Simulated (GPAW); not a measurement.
# Ta (P6_3/mmc) in GPAW: equation of state

Aim: energy against volume of Ta in PBE, for its equilibrium volume and stiffness.

Everything below comes from runs of GPAW 26.7.0. Logs are shortened: lines on timing, memory, paths and dates and some standing lists are left out, and cuts for length are marked. The log counts tension as positive stress, the text compression.

## 1. Starting point

Symmetry: P6_3/mmc, No. 194, hexagonal system. The conventional cell has a = 2.900 Å, b = 2.900 Å, c = 5.166 Å, α = 90.00°, β = 90.00°, γ = 120.00°. Around Ta (site symmetry -6m2) lie 12 Ta at 2.90 to 3.08 Å.

This isn't the form of Ta at room conditions, which is bcc.

## 2. Equation of state, PBE

run.py reads:

```python
from ase.eos import EquationOfState
from ase.io import Trajectory, read
from ase.units import GPa
from gpaw import GPAW, PW

atoms = read('Ta.xyz')

traj = Trajectory('eos.traj', 'w')
volumes, energies = [], []
for x in [0.94, 0.96, 0.98, 1.0, 1.02, 1.04, 1.06]:
    a = atoms.copy()
    a.set_cell(atoms.cell * x**(1 / 3), scale_atoms=True)
    calc = GPAW(mode=PW(600),
                xc='PBE',
                kpts={'size': (11, 11, 5), 'gamma': True},
                occupations={'name': 'fermi-dirac', 'width': 0.05},
                nbands=26,
                convergence={'density': 1e-05, 'energy': 1e-05},
                maxiter=150,
                txt=f'eos-{x:.2f}.txt')
    a.calc = calc
    energies.append(a.get_potential_energy(force_consistent=True))
    volumes.append(a.get_volume())
    p = -a.get_stress()[:3].mean() / GPa
    calc.write(f'eos-{x:.2f}.gpw')
    traj.write(a)
    print(f'{x:.2f} {volumes[-1]:10.4f} A^3 {energies[-1]:14.6f} eV {p:9.3f} GPa', flush=True)

v0, e0, B = EquationOfState(volumes, energies, eos='birchmurnaghan').fit()
print(f'V0 = {v0:.4f} A^3, E0 = {e0:.6f} eV, B0 = {B / GPa:.2f} GPa')
```

Ta.xyz reads:

```xyz
2
Lattice="2.9003720726 0.0000000000 0.0000000000 -1.4501860363 2.5117958953 0.0000000000 0.0000000000 0.0000000000 5.1662740000" Properties=species:S:1:pos:R:3 pbc="T T T"
Ta    -0.0000000001      1.6745305970      1.2915685000
Ta     1.4501860364      0.8372652983      3.8747055000
```

Potentials or basis: GPAW PAW data sets (gpaw-data 1.2.1), pw.

The run is started by

```
OMP_NUM_THREADS=1 python run.py
```

Output:

```text
__  _  _
 | _ |_)|_||  |
 |__||  | ||/\| - 26.7.0

Input parameters:
  mode=PW(ecut=600.0),
  convergence={'density': 1e-05, 'energy': 1e-05},
  kpts=MonkhorstPack(size=(11, 11, 5), gamma=True),
  maxiter=150,
  nbands=26,
  occupations=Occupations(name='fermi-dirac', width=0.05),
  xc=XC(name='PBE')

Diagonalizing LCAO Hamiltonian
Converting LCAO to pw mode

          Ta

        Ta

Atoms  # Å, Bohr magnetons
|   | symbol |         x |        y |        z |    initial magnetic moments |
|---|--------|-----------|----------|----------|-----------------------------|
| 0 |     Ta | -0.000000 | 1.640347 | 1.265203 | ( 0.0000,  0.0000,  0.0000) |
| 1 |     Ta |  1.420582 | 0.820173 | 3.795608 | ( 0.0000,  0.0000,  0.0000) |

Unit cell  # Å
| periodic |         x |        y |        z |  lengths |     angles |
|----------|-----------|----------|----------|----------|------------|
|      yes |  2.841164 | 0.000000 | 0.000000 | 2.841164 |  90.000000 |
|      yes | -1.420582 | 2.460520 | 0.000000 | 2.841164 |  90.000000 |
|      yes |  0.000000 | 0.000000 | 5.060810 | 5.060810 | 120.000000 |

Number of symmetries: 12
Symmetry operations  # r_c * U_cc + t_c -> r_c
|    | kind |            matrix            |
|----|------|------------------------------|
|  0 |  σ   |  1, 1, 0,  0,-1, 0,  0, 0, 1 |
|  1 |  S6  |  1, 1, 0, -1, 0, 0,  0, 0,-1 |
|  2 |  E   |  1, 0, 0,  0, 1, 0,  0, 0, 1 |
|  3 |  C2  |  1, 0, 0, -1,-1, 0,  0, 0,-1 |
|  4 |  C2  |  0, 1, 0,  1, 0, 0,  0, 0,-1 |
|  5 |  C3  |  0, 1, 0, -1,-1, 0,  0, 0, 1 |
|  6 |  S6  |  0,-1, 0,  1, 1, 0,  0, 0,-1 |
|  7 |  σ   |  0,-1, 0, -1, 0, 0,  0, 0, 1 |
|  8 |  σ   | -1, 0, 0,  1, 1, 0,  0, 0, 1 |
|  9 |  i   | -1, 0, 0,  0,-1, 0,  0, 0,-1 |
| 10 |  C3  | -1,-1, 0,  1, 0, 0,  0, 0, 1 |
| 11 |  C2  | -1,-1, 0,  0, 1, 0,  0, 0,-1 |

BZ-sampling:
  Number of BZ points: 605
  Number of IBZ points: 68

  Monkhorst-Pack size: [11, 11, 5]
  Monkhorst-Pack shift: [0, 0, 0]

K-points  # in reciprocal-cell coordinates
|     |                                coordinates |     weight |
|-----|--------------------------------------------|------------|
|   0 | (  0.00000000,   0.00000000,   0.00000000) | 0.00165289 |
|   1 | (  0.00000000,   0.00000000,   0.20000000) | 0.00330579 |
|   2 | (  0.00000000,   0.00000000,   0.40000000) | 0.00330579 |
|   3 | (  0.09090909,   0.00000000,  -0.40000000) | 0.00991736 |
|   4 | (  0.09090909,   0.00000000,  -0.20000000) | 0.00991736 |
|   5 | (  0.09090909,   0.00000000,   0.00000000) | 0.00991736 |
|   6 | (  0.09090909,   0.00000000,   0.20000000) | 0.00991736 |
|   7 | (  0.09090909,   0.00000000,   0.40000000) | 0.00991736 |
|   8 | (  0.18181818,  -0.09090909,   0.00000000) | 0.00991736 |
|   9 | (  0.18181818,  -0.09090909,   0.20000000) | 0.01983471 |
| ... |                                            |            |
|  67 | (  0.45454545,   0.45454545,   0.40000000) | 0.01983471 |

Plane wave coefficients: 1202
Cutoff: 600.0 eV

Spin-components: 1 (collinear spins)
Bands:           26
Projectors:      12
Spin-degeneracy: 2
Datatype:        complex128

Parallelization:
  kpt:    1
  domain: 1
  band:   1

Density:
  Valence electrons: 26.0
  Components: 1
  Grid points: [18 18 30]
  Charge: 0.0  # |e|

Potential:
  Grid points: [18 18 30]

species:
  Ta:
    name:    Tantalum
    Z:       73.0
    valence: 13
    core:    60
    charge:  0.0  # [|e|]
    compensation charges:
      type: gauss
      rc: 0.42  # [Å]
      lmax: 2
    cutoffs:
      filter: 2.36  # [Å]
      core: 3.45  # [Å]
    projectors
    | kind |    occ | energy [eV] | rcut [Å] |
    |------|--------|-------------|----------|
    |   5s |  2.000 |     -72.790 |    1.365 |
    |   6s |  2.000 |      -5.429 |    1.365 |
    |   5p |  6.000 |     -39.427 |    1.349 |
    |   6p |  0.000 |      -1.396 |    1.349 |
    |   5d |  3.000 |      -3.603 |    1.307 |
    |    d |        |      23.609 |    1.307 |

    Using partial waves for Ta as LCAO basis

Reference energy: -848344.882802  # eV

eigensolver:
  PPCG
  Converge bands: occupied
  niter=2

density mixing:
  MSR1-Mixer
  Pratt-step length: 0.05
  Maximum mixing coefficient: 0.75
  Old densities: 10
  SVD Regularization: 0.005
  Good broyden scale: 1.0
  Trust region scale: 1.0
  Backstep threshold: 4.0
  History deletion threshold: 6.0
  Fourier metric: weight=20.0, sigma=0.015

occupation numbers:
  Fermi-Dirac:
    width: 0.0500  # eV

poisson solver:
  ecut: 4800.0  # eV

xc functional:
  name: PBE with 2 nearest neighbor stencil

convergence criteria:
- Maximum integral of absolute [dens]ity change: 1e-05 electrons / valence electron
- Maximum [total energy] change in last 3 cyles: 1e-05 eV / valence electron
- Maximum integral of absolute [eigenst]ate change: 4e-08 eV^2 / valence electron
maximum number of iterations: 150

SCF iterations
|iter     | |      energy | eigst |  dens |
|---------|-|-------------|-------|-------|
|iter:   1| |  -19.384178 | -0.00 |       |
|iter:   2| |  -19.342369 | -2.38 | -1.30 |
|iter:   3| |  -19.108769 | -1.77 | -1.33 |
|iter:   4| |  -19.117346 | -3.66 | -2.01 |
|iter:   5| |  -19.120581 | -4.20 | -2.33 |
|iter:   6| |  -19.120606 | -6.13 | -3.43 |
|iter:   7| |  -19.120608c| -7.47c| -4.01 |
|iter:   8| |  -19.120608c| -7.51c| -4.74 |
|iter:   9| |  -19.120608c| -8.32c| -5.53c|

Converged in 9 steps
Energy contributions relative to reference atoms: (reference = -848344.882802)

Energy contributions:
  Kinetic:          25.966598
  Coulomb:         -25.131221
  Zero:             -0.502726
  External:          0.000000
  Xc:              -19.445196
  Entropy:          -0.016126
  Spinorbit:         0.000000
  ----------------------------
  Free energy:     -19.128671
  Extrapolated:    -19.120608

dipole moment: (-0.000002, -0.000003, -0.000007)  # |e|*Ang

Fermi level: 12.536
Eigenvalues  # (at kpt = [0.000, 0.000, 0.000])
| band index |      eig [eV] | occ [0-2] |
|------------|---------------|-----------|
|          0 |       -54.785 |     2.000 |
|        ... |               |           |
|          3 |       -21.058 |     2.000 |
|          4 |       -20.935 |     2.000 |
|          5 |       -20.935 |     2.000 |
|          6 |       -20.836 |     2.000 |
|          7 |       -20.836 |     2.000 |
|          8 |         4.150 |     2.000 |
|          9 |         7.445 |     2.000 |
|         10 |        11.875 |     2.000 |
|         11 |        12.553 |     0.838 |
|         12 |        13.108 |     0.000 |
|         13 |        13.108 |     0.000 |
|         14 |        13.719 |     0.000 |
|         15 |        13.719 |     0.000 |
|         16 |        15.656 |     0.000 |
|         17 |        15.656 |     0.000 |
|         18 |        17.983 |     0.000 |
|        ... |               |           |
|         25 |        34.114 |     0.000 |

No gap
No difference between direct/indirect transitions

Stress tensor  # eV/Ang^3
|         x |         y |         z |
|-----------|-----------|-----------|
| -0.078069 |  0.000000 |  0.000000 |
|  0.000000 | -0.078069 | -0.000000 |
|  0.000000 | -0.000000 | -0.073129 |

# Writing to eos-0.94.gpw (mode='')
```

Run time: 5 min. Hardware: 1 thread of Arm Neoverse V1, shared host; peak memory 0.28 GiB.

What came out:

- Equilibrium volume: 18.74 Å³/atom
- Bulk modulus at fixed shape and positions: 190 GPa
- Pressure derivative of the bulk modulus: 3.9

Energy against volume, from the lowest point:
```
volume (Å³/atom)  energy (meV/atom)
          17.689              38.13
          18.066              15.05
          18.442               2.68
          18.819               0.00
          19.195               6.10
          19.571              20.16
          19.948              41.43
```

Caveat: the cell was scaled at fixed shape and fractional positions, which overstates the stiffness of a crystal with free parameters, most of all of layers and chains.
